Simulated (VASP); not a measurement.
SrO: relaxation of the atoms with PBE

SrO:

```
Sr O
1.0
     0.00000    2.65298    2.65298
     2.65298    0.00000    2.65298
     2.65298    2.65298    0.00000
Sr O
1 1
Direct
  0.50000 0.50000 0.50000
  0.00000 0.00000 0.00000
```

The cell isn't the ideal one: a relaxed cell with its volume scaled by 1.06.

| Quantity | Value |
| --- | --- |
| Program | VASP 6.6.1 |
| Task | relaxation of the atoms |
| Functional | PBE |
| Potentials or basis | VASP PAW PBE potentials, release 64 (Sr_sv, O) |
| Cutoff | 600 eV |
| k mesh | 10 × 10 × 10 |
| Occupations | gaussian, width 0.03 eV |
| Spin | no spin polarisation |
| Further INCAR settings | ALGO = Normal; EDIFF = 1e-07; IBRION = 2; EDIFFG = -0.01; NSW = 40 |

* Pressure after relaxing: -4.4 GPa
* Band gap on the k mesh: 3.30 eV, indirect (least direct gap 3.35 eV)

Final structure:
```cif
data_structure
_symmetry_space_group_name_H-M 'P 1'
_symmetry_Int_Tables_number 1
_cell_length_a 3.7519
_cell_length_b 3.7519
_cell_length_c 3.7519
_cell_angle_alpha 60.000
_cell_angle_beta 60.000
_cell_angle_gamma 60.000
_cell_volume 37.35
loop_
_atom_site_label
_atom_site_type_symbol
_atom_site_fract_x
_atom_site_fract_y
_atom_site_fract_z
_atom_site_occupancy
Sr1 Sr 0.50000 0.50000 0.50000 1
O1 O 0.00000 0.00000 0.00000 1
```

Levels at points of the mesh, in eV from the valence-band top:
| k point | band 4 | band 5 | band 6 | band 7 | band 8 | band 9 | band 10 | band 11 | band 12 |
| --- | --- | --- | --- | --- | --- | --- | --- | --- | --- |
| (0.00, 0.00, 0.00) | -14.46 | -14.46 | 0.00 | 0.00 | 0.00 | 3.35 | 5.99 | 5.99 | 5.99 |
| (0.50, 0.00, 0.00) | -14.52 | -13.28 | -2.00 | -0.97 | -0.97 | 6.15 | 7.72 | 8.31 | 8.31 |
| (0.50, 0.50, 0.00) | -14.73 | -14.73 | -0.57 | -0.14 | -0.14 | 3.30 | 7.12 | 9.56 | 9.56 |

Run time: 14 s on 1 thread of Intel(R) Xeon(R) 6975P-C (Granite Rapids) (shared host), peak memory 0.18 GiB.

Caveat: the relaxation stopped at its first step, so nothing moved. A k mesh can miss the band edges.
